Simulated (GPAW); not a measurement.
# SrO (Fm-3m) in GPAW: settings compared, part 2 of 2

GPAW 26.7.0. Earlier steps stand in the parts before.

## (4) Relaxation of cell and atoms, PBEsol+D3

The input, run.py:

```python
from ase import Atoms
from ase.calculators.mixing import SumCalculator
from ase.filters import FrechetCellFilter
from ase.io import write
from ase.optimize import BFGS
from dftd3.ase import DFTD3
from gpaw import GPAW, PW, setup_paths

setup_paths.insert(0, '.')

atoms = Atoms(['Sr', 'O'],
              cell=[[0.0, 2.5663, 2.5663],
                    [2.5663, 0.0, 2.5663],
                    [2.5663, 2.5663, 0.0]],
              scaled_positions=[[0.5, 0.5, 0.5],
                                [0.0, 0.0, 0.0]],
              pbc=True)

calc = GPAW(mode=PW(800),
            xc='PBEsol',
            kpts={'size': (9, 9, 9), 'gamma': True},
            occupations={'name': 'fermi-dirac', 'width': 0.05},
            nbands=16,
            convergence={'density': 1e-05, 'forces': 0.0001},
            maxiter=150,
            txt='gpaw.txt')
atoms.calc = SumCalculator([calc, DFTD3(method='pbesol', damping='d3zero')])
opt = BFGS(FrechetCellFilter(atoms), trajectory='relax.traj', logfile='-')
done = opt.run(fmax=0.02, steps=60)
calc.write('gs.gpw')
write('result.traj', atoms)
print('Converged:', done)
print('Cell:', atoms.cell.cellpar().round(4))
print('Volume:', round(atoms.get_volume(), 4))
print(atoms.get_scaled_positions().round(5))
```

Potentials or basis: PAW data sets generated in the run's folder for this functional, pw.

The run is started by

```bash
> gpaw-setup -f PBEsol O Sr
> OMP_NUM_THREADS=1 python run.py
```

gpaw.txt:

```text
__  _  _
 | _ |_)|_||  |
 |__||  | ||/\| - 26.7.0

Input parameters:
  mode=PW(ecut=800.0),
  convergence={'density': 1e-05, 'forces': 0.0001},
  kpts=MonkhorstPack(size=(9, 9, 9), gamma=True),
  maxiter=150,
  nbands=16,
  occupations=Occupations(name='fermi-dirac', width=0.05),
  xc=XC(name='PBEsol')

Diagonalizing LCAO Hamiltonian
Converting LCAO to pw mode

               Sr

       O

Atoms  # Å, Bohr magnetons
|   | symbol |        x |        y |        z |    initial magnetic moments |
|---|--------|----------|----------|----------|-----------------------------|
| 0 |     Sr | 2.566300 | 2.566300 | 2.566300 | ( 0.0000,  0.0000,  0.0000) |
| 1 |      O | 0.000000 | 0.000000 | 0.000000 | ( 0.0000,  0.0000,  0.0000) |

Unit cell  # Å
| periodic |        x |        y |        z |  lengths |    angles |
|----------|----------|----------|----------|----------|-----------|
|      yes | 0.000000 | 2.566300 | 2.566300 | 3.629296 | 60.000000 |
|      yes | 2.566300 | 0.000000 | 2.566300 | 3.629296 | 60.000000 |
|      yes | 2.566300 | 2.566300 | 0.000000 | 3.629296 | 60.000000 |

Number of symmetries: 48
Symmetry operations  # r_c * U_cc + t_c -> r_c
|    | kind |            matrix            |
|----|------|------------------------------|
|  0 |  σ   |  1, 0, 0,  1, 0,-1,  1,-1, 0 |
|  1 |  C2  |  1, 0, 0,  1,-1, 0,  1, 0,-1 |
|  2 |  E   |  1, 0, 0,  0, 1, 0,  0, 0, 1 |
|  3 |  σ   |  1, 0, 0,  0, 0, 1,  0, 1, 0 |
|  4 |  C4  |  1, 0,-1,  1, 0, 0,  1,-1, 0 |
|  5 |  S6  |  1, 0,-1,  1,-1, 0,  1, 0, 0 |
|  6 |  σ   |  1, 0,-1,  0, 1,-1,  0, 0,-1 |
|  7 |  C3  |  1, 0,-1,  0, 0,-1,  0, 1,-1 |
|  8 |  S6  |  1,-1, 0,  1, 0, 0,  1, 0,-1 |
|  9 |  C4  |  1,-1, 0,  1, 0,-1,  1, 0, 0 |
| 10 |  C3  |  1,-1, 0,  0,-1, 1,  0,-1, 0 |
| 11 |  σ   |  1,-1, 0,  0,-1, 0,  0,-1, 1 |
| 12 |  σ   |  0, 1, 0,  1, 0, 0,  0, 0, 1 |
| 13 |  C4  |  0, 1, 0,  0, 1,-1, -1, 1, 0 |
[... 167 lines left out ...]
SCF iterations
|iter     | |      energy | eigst |  dens |force |
|---------|-|-------------|-------|-------|------|
|iter:   1| |  -14.342337 | +0.49 |       |      |
|iter:   2| |  -13.884089 | -1.91 | -0.93 |      |
|iter:   3| |  -12.889964 | -1.29 | -0.99 |      |
|iter:   4| |  -12.880183 | -2.83 | -1.45 |      |
|iter:   5| |  -12.883697 | -3.32 | -1.66 |      |
|iter:   6| |  -12.883540c| -4.90 | -2.68 |      |
|iter:   7| |  -12.883574c| -5.68 | -3.09 |      |
|iter:   8| |  -12.883576c| -7.08 | -3.66 |      |
|iter:   9| |  -12.883576c| -7.79c| -4.72 |      |
|iter:  10| |  -12.883576c| -8.23c| -5.20c|      |
|iter:  11| |  -12.883576c| -9.22c| -6.08c|-23.35c|

Converged in 11 steps
Energy contributions relative to reference atoms: (reference = -88478.552581)

Energy contributions:
  Kinetic:          14.597912
  Coulomb:         -12.100058
  Zero:             -0.145702
  External:          0.000000
  Xc:              -15.235728
  Entropy:          -0.000000
  Spinorbit:         0.000000
  ----------------------------
  Free energy:     -12.883576
  Extrapolated:    -12.883576
[... 31 lines left out ...]
Stress tensor  # eV/Ang^3
|         x |         y |         z |
|-----------|-----------|-----------|
| -0.000110 |  0.000000 | -0.000000 |
|  0.000000 | -0.000110 | -0.000000 |
| -0.000000 | -0.000000 | -0.000110 |

Forces  # eV/Ang
|        x |        y |        z |
|----------|----------|----------|
| -0.00000 |  0.00000 | -0.00000 |  # Sr   0
| -0.00000 | -0.00000 | -0.00000 |  # O    1

Interpolating wave functions to new cell

               Sr

       O

Atoms  # Å, Bohr magnetons
|   | symbol |        x |        y |        z |    initial magnetic moments |
|---|--------|----------|----------|----------|-----------------------------|
| 0 |     Sr | 2.562989 | 2.562989 | 2.562989 | ( 0.0000,  0.0000,  0.0000) |
| 1 |      O | 0.000000 | 0.000000 | 0.000000 | ( 0.0000,  0.0000,  0.0000) |

Unit cell  # Å
| periodic |        x |        y |        z |  lengths |    angles |
|----------|----------|----------|----------|----------|-----------|
|      yes | 0.000000 | 2.562989 | 2.562989 | 3.624613 | 60.000000 |
|      yes | 2.562989 | 0.000000 | 2.562989 | 3.624613 | 60.000000 |
|      yes | 2.562989 | 2.562989 | 0.000000 | 3.624613 | 60.000000 |

Number of symmetries: 48
Symmetry operations  # r_c * U_cc + t_c -> r_c
|    | kind |            matrix            |
|----|------|------------------------------|
|  0 |  σ   |  1, 0, 0,  1, 0,-1,  1,-1, 0 |
|  1 |  C2  |  1, 0, 0,  1,-1, 0,  1, 0,-1 |
|  2 |  E   |  1, 0, 0,  0, 1, 0,  0, 0, 1 |
|  3 |  σ   |  1, 0, 0,  0, 0, 1,  0, 1, 0 |
|  4 |  C4  |  1, 0,-1,  1, 0, 0,  1,-1, 0 |
|  5 |  S6  |  1, 0,-1,  1,-1, 0,  1, 0, 0 |
|  6 |  σ   |  1, 0,-1,  0, 1,-1,  0, 0,-1 |
|  7 |  C3  |  1, 0,-1,  0, 0,-1,  0, 1,-1 |
|  8 |  S6  |  1,-1, 0,  1, 0, 0,  1, 0,-1 |
|  9 |  C4  |  1,-1, 0,  1, 0,-1,  1, 0, 0 |
| 10 |  C3  |  1,-1, 0,  0,-1, 1,  0,-1, 0 |
| 11 |  σ   |  1,-1, 0,  0,-1, 0,  0,-1, 1 |
| 12 |  σ   |  0, 1, 0,  1, 0, 0,  0, 0, 1 |
| 13 |  C4  |  0, 1, 0,  0, 1,-1, -1, 1, 0 |
[... 224 lines left out ...]
Stress tensor  # eV/Ang^3
|         x |         y |         z |
|-----------|-----------|-----------|
| -0.002391 |  0.000000 |  0.000000 |
|  0.000000 | -0.002391 | -0.000000 |
|  0.000000 | -0.000000 | -0.002391 |

Forces  # eV/Ang
|        x |       y |        z |
|----------|---------|----------|
|  0.00000 | 0.00000 | -0.00000 |  # Sr   0
| -0.00000 | 0.00000 | -0.00000 |  # O    1

Interpolating wave functions to new cell

               Sr

       O

Atoms  # Å, Bohr magnetons
|   | symbol |        x |        y |         z |    initial magnetic moments |
|---|--------|----------|----------|-----------|-----------------------------|
| 0 |     Sr | 2.550300 | 2.550300 |  2.550300 | ( 0.0000,  0.0000,  0.0000) |
| 1 |      O | 0.000000 | 0.000000 | -0.000000 | ( 0.0000,  0.0000,  0.0000) |

Unit cell  # Å
| periodic |        x |        y |         z |  lengths |    angles |
|----------|----------|----------|-----------|----------|-----------|
|      yes | 0.000000 | 2.550300 |  2.550300 | 3.606670 | 60.000000 |
|      yes | 2.550300 | 0.000000 |  2.550300 | 3.606670 | 60.000000 |
|      yes | 2.550300 | 2.550300 | -0.000000 | 3.606670 | 60.000000 |

Number of symmetries: 48
Symmetry operations  # r_c * U_cc + t_c -> r_c
|    | kind |            matrix            |
|----|------|------------------------------|
|  0 |  σ   |  1, 0, 0,  1, 0,-1,  1,-1, 0 |
|  1 |  C2  |  1, 0, 0,  1,-1, 0,  1, 0,-1 |
|  2 |  E   |  1, 0, 0,  0, 1, 0,  0, 0, 1 |
|  3 |  σ   |  1, 0, 0,  0, 0, 1,  0, 1, 0 |
|  4 |  C4  |  1, 0,-1,  1, 0, 0,  1,-1, 0 |
|  5 |  S6  |  1, 0,-1,  1,-1, 0,  1, 0, 0 |
|  6 |  σ   |  1, 0,-1,  0, 1,-1,  0, 0,-1 |
|  7 |  C3  |  1, 0,-1,  0, 0,-1,  0, 1,-1 |
|  8 |  S6  |  1,-1, 0,  1, 0, 0,  1, 0,-1 |
|  9 |  C4  |  1,-1, 0,  1, 0,-1,  1, 0, 0 |
| 10 |  C3  |  1,-1, 0,  0,-1, 1,  0,-1, 0 |
| 11 |  σ   |  1,-1, 0,  0,-1, 0,  0,-1, 1 |
| 12 |  σ   |  0, 1, 0,  1, 0, 0,  0, 0, 1 |
| 13 |  C4  |  0, 1, 0,  0, 1,-1, -1, 1, 0 |
[... 167 lines left out ...]
SCF iterations
|iter     | |      energy | eigst |  dens |force |
|---------|-|-------------|-------|-------|------|
|iter:   1| |  -12.898547 | -1.84 |       |      |
|iter:   2| |  -12.893558 | -4.19 | -1.83 |      |
|iter:   3| |  -12.879757 | -3.15 | -1.90 |      |
|iter:   4| |  -12.879457 | -4.54 | -2.58 |      |
|iter:   5| |  -12.879531c| -5.27 | -3.02 |      |
|iter:   6| |  -12.879628c| -6.19 | -3.38 |      |
|iter:   7| |  -12.879628c| -8.15c| -4.75 |      |
|iter:   8| |  -12.879628c| -8.66c| -5.16c|      |
|iter:   9| |  -12.879628c| -9.85c| -6.38c|-24.58c|

Converged in 9 steps
Energy contributions relative to reference atoms: (reference = -88478.552581)

Energy contributions:
  Kinetic:          16.080986
  Coulomb:         -13.253415
  Zero:             -0.160849
  External:          0.000000
  Xc:              -15.546349
  Entropy:          -0.000000
  Spinorbit:         0.000000
  ----------------------------
  Free energy:     -12.879628
  Extrapolated:    -12.879628
[... 31 lines left out ...]
Stress tensor  # eV/Ang^3
|         x |         y |         z |
|-----------|-----------|-----------|
| -0.011544 |  0.000000 |  0.000000 |
|  0.000000 | -0.011544 | -0.000000 |
|  0.000000 | -0.000000 | -0.011544 |

Forces  # eV/Ang
|       x |        y |        z |
|---------|----------|----------|
| 0.00000 | -0.00000 | -0.00000 |  # Sr   0
| 0.00000 | -0.00000 | -0.00000 |  # O    1

# Writing to gs.gpw (mode='')
```

Wall time 41 s (1 thread of Arm Neoverse V2, shared host); peak memory 0.2 GiB.

What came out:

* Free energy: -13.1673 eV
* Relaxed volume: 16.59 Å³/atom
* Relaxed cell: a = 3.607 Å, b = 3.607 Å, c = 3.607 Å, α = 60.00°, β = 60.00°, γ = 60.00°
* Space group after relaxing (to 0.05 Å): Fm-3m (No. 225)
* Energy gained by relaxing: 1.5 meV/atom
* Ionic steps: 3
* Pressure after relaxing: 0.0 GPa
* Band gap on the k mesh: 3.30 eV, indirect (least direct gap 3.36 eV)
* Dispersion energy per atom: -0.144 eV

The path:
```tsv
step	energy change (eV)	largest force (eV/Å)	pressure (GPa)	volume (Å³)
1	0.0000	0.0000	-1.71	33.80
2	-0.0012	0.0000	-1.36	33.67
3	-0.0030	0.0000	0.04	33.17
```

Final structure:
```xyz
2
Lattice="0.0000 2.5503 2.5503 2.5503 0.0000 2.5503 2.5503 2.5503 0.0000" Properties=species:S:1:pos:R:3 pbc="T T T"
Sr    2.5503    2.5503    2.5503
O     0.0000    0.0000    0.0000
```

Caveat: later steps reuse the first step's grids; an odd mesh through Γ misses points on the zone boundary, where band edges often lie.

## (5) Relaxation of cell and atoms, PBEsol+D3(BJ)

run.py, as its differences from that of step 4:

```diff
@@ -26,3 +26,3 @@
             txt='gpaw.txt')
-atoms.calc = SumCalculator([calc, DFTD3(method='pbesol', damping='d3zero')])
+atoms.calc = SumCalculator([calc, DFTD3(method='pbesol', damping='d3bj')])
 opt = BFGS(FrechetCellFilter(atoms), trajectory='relax.traj', logfile='-')
```

Potentials or basis: PAW data sets generated in the run's folder for this functional, pw.

The run is started by

```bash
> gpaw-setup -f PBEsol O Sr
> OMP_NUM_THREADS=1 python run.py
```

gpaw.txt:

```text
__  _  _
 | _ |_)|_||  |
 |__||  | ||/\| - 26.7.0

Input parameters:
  mode=PW(ecut=800.0),
  convergence={'density': 1e-05, 'forces': 0.0001},
  kpts=MonkhorstPack(size=(9, 9, 9), gamma=True),
  maxiter=150,
  nbands=16,
  occupations=Occupations(name='fermi-dirac', width=0.05),
  xc=XC(name='PBEsol')

Diagonalizing LCAO Hamiltonian
Converting LCAO to pw mode

               Sr

       O

Atoms  # Å, Bohr magnetons
|   | symbol |        x |        y |        z |    initial magnetic moments |
|---|--------|----------|----------|----------|-----------------------------|
| 0 |     Sr | 2.566300 | 2.566300 | 2.566300 | ( 0.0000,  0.0000,  0.0000) |
| 1 |      O | 0.000000 | 0.000000 | 0.000000 | ( 0.0000,  0.0000,  0.0000) |

Unit cell  # Å
| periodic |        x |        y |        z |  lengths |    angles |
|----------|----------|----------|----------|----------|-----------|
|      yes | 0.000000 | 2.566300 | 2.566300 | 3.629296 | 60.000000 |
|      yes | 2.566300 | 0.000000 | 2.566300 | 3.629296 | 60.000000 |
|      yes | 2.566300 | 2.566300 | 0.000000 | 3.629296 | 60.000000 |

Number of symmetries: 48
Symmetry operations  # r_c * U_cc + t_c -> r_c
|    | kind |            matrix            |
|----|------|------------------------------|
|  0 |  σ   |  1, 0, 0,  1, 0,-1,  1,-1, 0 |
|  1 |  C2  |  1, 0, 0,  1,-1, 0,  1, 0,-1 |
|  2 |  E   |  1, 0, 0,  0, 1, 0,  0, 0, 1 |
|  3 |  σ   |  1, 0, 0,  0, 0, 1,  0, 1, 0 |
|  4 |  C4  |  1, 0,-1,  1, 0, 0,  1,-1, 0 |
|  5 |  S6  |  1, 0,-1,  1,-1, 0,  1, 0, 0 |
|  6 |  σ   |  1, 0,-1,  0, 1,-1,  0, 0,-1 |
|  7 |  C3  |  1, 0,-1,  0, 0,-1,  0, 1,-1 |
|  8 |  S6  |  1,-1, 0,  1, 0, 0,  1, 0,-1 |
[... 172 lines left out ...]
SCF iterations
|iter     | |      energy | eigst |  dens |force |
|---------|-|-------------|-------|-------|------|
|iter:   1| |  -14.342337 | +0.49 |       |      |
|iter:   2| |  -13.884089 | -1.91 | -0.93 |      |
|iter:   3| |  -12.889964 | -1.29 | -0.99 |      |
|iter:   4| |  -12.880183 | -2.83 | -1.45 |      |
|iter:   5| |  -12.883697 | -3.32 | -1.66 |      |
|iter:   6| |  -12.883540c| -4.90 | -2.68 |      |
|iter:   7| |  -12.883574c| -5.68 | -3.09 |      |
|iter:   8| |  -12.883576c| -7.08 | -3.66 |      |
|iter:   9| |  -12.883576c| -7.79c| -4.72 |      |
|iter:  10| |  -12.883576c| -8.23c| -5.20c|      |
|iter:  11| |  -12.883576c| -9.22c| -6.08c|-23.35c|

[... 281 lines left out ...]
  External:          0.000000
  Xc:              -15.330217
  Entropy:          -0.000000
  Spinorbit:         0.000000
  ----------------------------
  Free energy:     -12.883124
  Extrapolated:    -12.883124
[... 31 lines left out ...]
Stress tensor  # eV/Ang^3
|         x |         y |         z |
|-----------|-----------|-----------|
| -0.003517 | -0.000000 | -0.000000 |
| -0.000000 | -0.003517 | -0.000000 |
| -0.000000 | -0.000000 | -0.003517 |

Forces  # eV/Ang
|        x |       y |       z |
|----------|---------|---------|
|  0.00000 | 0.00000 | 0.00000 |  # Sr   0
| -0.00000 | 0.00000 | 0.00000 |  # O    1

Interpolating wave functions to new cell

               Sr

       O

Atoms  # Å, Bohr magnetons
|   | symbol |         x |         y |         z |    initial magnetic moments |
|---|--------|-----------|-----------|-----------|-----------------------------|
| 0 |     Sr |  2.542665 |  2.542665 |  2.542665 | ( 0.0000,  0.0000,  0.0000) |
| 1 |      O | -0.000000 | -0.000000 | -0.000000 | ( 0.0000,  0.0000,  0.0000) |

Unit cell  # Å
| periodic |         x |        y |        z |  lengths |    angles |
|----------|-----------|----------|----------|----------|-----------|
|      yes | -0.000000 | 2.542665 | 2.542665 | 3.595871 | 60.000000 |
|      yes |  2.542665 | 0.000000 | 2.542665 | 3.595871 | 60.000000 |
|      yes |  2.542665 | 2.542665 | 0.000000 | 3.595871 | 60.000000 |

Number of symmetries: 48
Symmetry operations  # r_c * U_cc + t_c -> r_c
|    | kind |            matrix            |
|----|------|------------------------------|
|  0 |  σ   |  1, 0, 0,  1, 0,-1,  1,-1, 0 |
|  1 |  C2  |  1, 0, 0,  1,-1, 0,  1, 0,-1 |
|  2 |  E   |  1, 0, 0,  0, 1, 0,  0, 0, 1 |
|  3 |  σ   |  1, 0, 0,  0, 0, 1,  0, 1, 0 |
|  4 |  C4  |  1, 0,-1,  1, 0, 0,  1,-1, 0 |
|  5 |  S6  |  1, 0,-1,  1,-1, 0,  1, 0, 0 |
|  6 |  σ   |  1, 0,-1,  0, 1,-1,  0, 0,-1 |
|  7 |  C3  |  1, 0,-1,  0, 0,-1,  0, 1,-1 |
|  8 |  S6  |  1,-1, 0,  1, 0, 0,  1, 0,-1 |
[... 172 lines left out ...]
SCF iterations
|iter     | |      energy | eigst |  dens |force |
|---------|-|-------------|-------|-------|------|
|iter:   1| |  -12.916527 | -1.51 |       |      |
|iter:   2| |  -12.905696 | -3.86 | -1.67 |      |
|iter:   3| |  -12.875516 | -2.81 | -1.73 |      |
|iter:   4| |  -12.874845 | -4.21 | -2.41 |      |
|iter:   5| |  -12.875002c| -4.95 | -2.86 |      |
|iter:   6| |  -12.875209c| -5.86 | -3.22 |      |
|iter:   7| |  -12.875209c| -7.95c| -4.57 |      |
|iter:   8| |  -12.875209c| -8.43c| -4.98 |      |
|iter:   9| |  -12.875209c| -9.61c| -6.16c|      |
|iter:  10| |  -12.875209c|-10.39c| -6.89c|-24.15c|

Converged in 10 steps
Energy contributions relative to reference atoms: (reference = -88478.552581)

Energy contributions:
  Kinetic:          16.815421
  Coulomb:         -13.824144
  Zero:             -0.168347
  External:          0.000000
  Xc:              -15.698140
  Entropy:          -0.000000
  Spinorbit:         0.000000
  ----------------------------
  Free energy:     -12.875209
  Extrapolated:    -12.875209
[... 31 lines left out ...]
Stress tensor  # eV/Ang^3
|         x |         y |         z |
|-----------|-----------|-----------|
| -0.017387 | -0.000000 | -0.000000 |
| -0.000000 | -0.017387 | -0.000000 |
| -0.000000 | -0.000000 | -0.017387 |

Forces  # eV/Ang
|       x |        y |        z |
|---------|----------|----------|
| 0.00000 |  0.00000 |  0.00000 |  # Sr   0
| 0.00000 | -0.00000 | -0.00000 |  # O    1

# Writing to gs.gpw (mode='')
```

stdout:

```text
Step          Energy          fmax
BFGS:    0      -13.407318        0.268727
BFGS:    1      -13.409991        0.212979
BFGS:    2      -13.414194        0.007997
Converged: True
Cell: [ 3.5959  3.5959  3.5959 60.     60.     60.    ]
Volume: 32.8774
[[0.5 0.5 0.5]
 [0.  0.  0. ]]
```

It took 45 s on 1 thread of Arm Neoverse V2, shared host; peak memory 0.2 GiB.

Results:

```
Free energy                            : -13.4142 eV
Relaxed volume                         : 16.44 Å³/atom
Relaxed cell                           : a = 3.596 Å, b = 3.596 Å, c = 3.596 Å, α = 60.00°, β = 60.00°, γ = 60.00°
Space group after relaxing (to 0.05 Å) : Fm-3m (No. 225)
Energy gained by relaxing              : 3.4 meV/atom
Ionic steps                            : 3
Pressure after relaxing                : 0.1 GPa
Band gap on the k mesh                 : 3.29 eV, indirect (least direct gap 3.35 eV)
Dispersion energy per atom             : -0.269 eV
```

Step by step:
```
step  energy change (eV)  largest force (eV/Å)  pressure (GPa)  volume (Å³)
   1              0.0000                0.0000           -2.55        33.80
   2             -0.0027                0.0000           -2.03        33.61
   3             -0.0069                0.0000            0.08        32.88
```

Final structure:
```yaml
crystal:
  lattice:
    - [0.00000, 2.54266, 2.54266]
    - [2.54266, 0.00000, 2.54266]
    - [2.54266, 2.54266, 0.00000]
  atoms:
    - { symbol: Sr, position: [0.50000, 0.50000, 0.50000] }
    - { symbol: O, position: [0.00000, 0.00000, 0.00000] }
```

Levels at points of the mesh, in eV from the valence-band top:
| k point | band 4 | band 5 | band 6 | band 7 | band 8 | band 9 | band 10 | band 11 | band 12 |
| --- | --- | --- | --- | --- | --- | --- | --- | --- | --- |
| (0.00, 0.00, 0.00) | -13.66 | -13.66 | 0.00 | 0.00 | 0.00 | 4.10 | 6.31 | 6.31 | 6.31 |

Caveat: later steps reuse the first step's grids; an odd mesh through Γ misses points on the zone boundary, where band edges often lie. A hybrid or GW would open this gap; PBEsol tends to underestimate it.

## (6) Overview

| task | level | potentials or basis | cell | k mesh | cutoff (eV) | maxiter | optimizer | fmax | max steps | convergence | other keys | gap on the mesh (eV) | pressure (GPa) | relaxed volume (Å³/atom) |
| --- | --- | --- | --- | --- | --- | --- | --- | --- | --- | --- | --- | --- | --- | --- |
| single point | PBE | GPAW PAW data sets (gpaw-data 1.2.1), pw | as given | 7 × 7 × 7 | 900 | 100 | - | - | - | - | several, not listed | 3.45 | 3.9 | - |
| relaxation of cell and atoms | PBEsol | PAW data sets generated in the run's folder for this functional, pw | relaxed | 9 × 9 × 9 | 800 | 150 | BFGS | 0.02 eV/Å | 60 | density=1e-05 forces=0.0001 | - | 3.31 | 0.0 | - |
| relaxation of cell and atoms | PBEsol+D3 | PAW data sets generated in the run's folder for this functional, pw | relaxed | 9 × 9 × 9 | 800 | 150 | BFGS | 0.02 eV/Å | 60 | density=1e-05 forces=0.0001 | - | 3.30 | 0.0 | 16.59 |
| relaxation of cell and atoms | PBEsol+D3(BJ) | PAW data sets generated in the run's folder for this functional, pw | relaxed | 9 × 9 × 9 | 800 | 150 | BFGS | 0.02 eV/Å | 60 | density=1e-05 forces=0.0001 | - | 3.29 | 0.1 | 16.44 |

Alike in all rows: no spin polarisation; smearing fermi-dirac 0.05 eV.

Caveats: an odd mesh through Γ misses points on the zone boundary, where band edges often lie; later steps reuse the first step's grids (some runs); the relaxation stopped at its first step, so nothing moved (some runs).

Absolute energies hang on the potentials; compare differences alone.
